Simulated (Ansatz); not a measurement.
# C: the cost of one run

Method: DFT LDA, scalar-relativistic, plane waves, PAW, in Ansatz 0.2.0.

28 further runs of the same task are left out: 28 set aside as unsound or not needed.

**1. The system as given**

It takes space group P6/mmm (No. 191, hexagonal). The conventional cell has a = 2.326 Å, b = 2.326 Å, c = 28.000 Å, α = 90.00°, β = 90.00°, γ = 120.00°. Around C (site symmetry -6m2) lie 3 C at 1.34 Å.

As a file:

```
C
1.0
     2.32600    0.00000    0.00000
    -1.16300    2.01438    0.00000
     0.00000    0.00000   28.00000
C
2
Cartesian
  0.0000 1.3429 14.0000
  1.1630 0.6715 14.0000
```

This is the geometry of the first run shown, built on a cell relaxed beforehand with the same method.

**2. What is varied**

Atoms count from 1 in the order of the input.

The lattice constant and the buckling of a sheet are varied, nothing relaxed.

The axes are (1) lattice constant a of the sheet (both vectors scaled alike): 8 values from 2.200 to 2.640 Å; (2) buckling: height of C1 above C2: 8 values from 0.000 to 1.000 Å.

Nothing else is relaxed. Points are written as (first, second).

**3. Point (2.326 Å, 0.000 Å)**

The sheet is isolated along c: the input cuts the Coulomb interaction between periodic copies.

Contents of input.yaml:

```yaml
crystal:
  lattice:
    - [2.326, 0.0, 0.0]
    - [-1.163, 2.0143750892, 0.0]
    - [0.0, 0.0, 28.0]
  atoms:
    - { symbol: C, position: [0.3333333333, 0.6666666667, 0.5] }
    - { symbol: C, position: [0.6666666667, 0.3333333333, 0.5] }
  periodic: [true, true, false]
basis:
  ecutwfc: 420
kpoints:
  mp_grid: { grid: [21, 21, 1] }
hamiltonian:
  xc: lda
scf:
  occupations: { method: gaussian, width: 0.1 }
output:
  forces: true
  stress: true
  eigenvalues: true
```

Launch:

```
ansatz run input.yaml --threads 1 --pin off --max-ram 3072MiB --backend cpu --events-out ev --progress --plain --runs-dir out
```

What time and memory should one allow on 1 thread of Intel Xeon Platinum 8259CL at 2.50GHz (Skylake/Cascade Lake), shared host?

About 4.2 s, with a peak of 0.47 GiB.
